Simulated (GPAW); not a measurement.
The system is Hf.

```
Hf
1.0
     0.00000    2.22000    2.22000
     2.22000    0.00000    2.22000
     2.22000    2.22000    0.00000
Hf
1
Direct
  0.00000 0.00000 0.00000
```

This isn't the form of Hf at room conditions, which is hcp.

Base run:

| Property | Result |
| --- | --- |
| Program | GPAW 26.7.0 |
| Functional | r4SCAN |
| Potentials or basis | GPAW PAW data sets (gpaw-data 1.2.1) |
| Cutoff | 600 eV |
| Basis | pw |
| k mesh | 10 × 10 × 10 |
| Occupations | fermi-dirac, width 0.05 eV |
| Spin | no spin polarisation |

Its results: band gap on the k mesh none (metal or under the smearing width); pressure -0.3 GPa.

Q: The run is repeated on the same cell with these changes: functional from r4SCAN to r2SCAN; hubbard terms from none to Hf d U = 1 eV. What comes out?

A: Band gap on the k mesh none (metal or under the smearing width); pressure 7.6 GPa.

Several settings changed at once, so the effect can't be laid on one alone.

Caveats: the PAW data sets were made with another functional, which shifts forces and pressure a little; U without spin polarisation on a metal has little footing (some runs); the U is typed as a test and isn't derived for this compound (some runs).
